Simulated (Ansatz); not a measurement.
# Ideal shear of a crystal plane in SiC

Level of theory: Ansatz 0.2.0, DFT PBE, scalar-relativistic, plane waves, PAW. Settings: plane waves to 420 eV, k-mesh 9×5×3 (Γ-centred), Gaussian smearing 0.05 eV. No spin polarisation. Energies are free energies at this smearing, counted from the undisturbed cell; pressure is positive in compression.

The undisturbed cell (relaxed at this level):

```
CELL_PARAMETERS angstrom
1.54588 -2.67755 0.00000
0.00000 0.00000 -5.07402
9.27530 5.35510 0.00000
ATOMIC_POSITIONS crystal
Si 0.50000 0.99544 0.83333
Si 0.00000 0.99544 0.08333
Si 0.50000 0.99544 0.33333
Si 0.00000 0.99544 0.58333
Si 0.00000 0.49544 0.91667
Si 0.50000 0.49544 0.16667
Si 0.00000 0.49544 0.41667
Si 0.50000 0.49544 0.66667
C 0.50000 0.61956 0.83333
C 0.00000 0.61956 0.08333
C 0.50000 0.61956 0.33333
C 0.00000 0.61956 0.58333
C 0.00000 0.11956 0.91667
C 0.50000 0.11956 0.16667
C 0.00000 0.11956 0.41667
C 0.50000 0.11956 0.66667
```

The cut lies on the cell's a–b face, a (1 0 0) plane (indices in the standard cell, whose axes needn't be the Cartesian ones shown) of area 15.69 Å², between layers 1.79 Å apart. Vector c is tilted by f times 1·a + 0·b (length 3.092 Å) with the atoms' Cartesian places fixed: one unrelaxed fault a cell. The traction is dγ/du, the slope of γ against the slip u in Å. Some rows repeat others by symmetry and weren't run.

```
     f  γ (mJ/m²) traction (GPa)
0.0000          0             0.0
0.1000        307            19.7
0.2000       1189            36.3
0.3000       2445            42.3
0.4000       3599            28.7
0.5000       4062             0.0
0.6000       3599           -28.7
0.7000       2445           -42.3
0.8000       1189           -36.3
0.9000        307           -19.7
```

Question: Read off the first barrier and the stress needed to climb it, and compare with Frenkel's sinusoid.

Answer: The first sampled maximum lies at f = 0.500, a slip of 1.55 Å, with γ ≈ 4062 mJ/m², which stands in for the unstable fault energy γ_us, and the steepest sampled slope before it is 42.3 GPa. A sinusoid γ = γ_us sin²(πu/λ) with its maximum there has λ = 3.09 Å and a largest slope πγ_us/λ = 41.3 GPa (1 mJ/m² per Å = 0.01 GPa).

Question: Is there a metastable fault on this line?

Answer: Apart from points where γ returns to about zero, no local minimum shows among the samples, so at this sampling the line offers no fault for a dislocation to split on; a fault can still lie off the line.

The cut is rigid; relaxing the faces lowers these energies and usually the stresses.

Cost: 6 runs of about 2 core-minutes in all, on Intel Xeon 6975P-C (Granite Rapids) (shared hosts).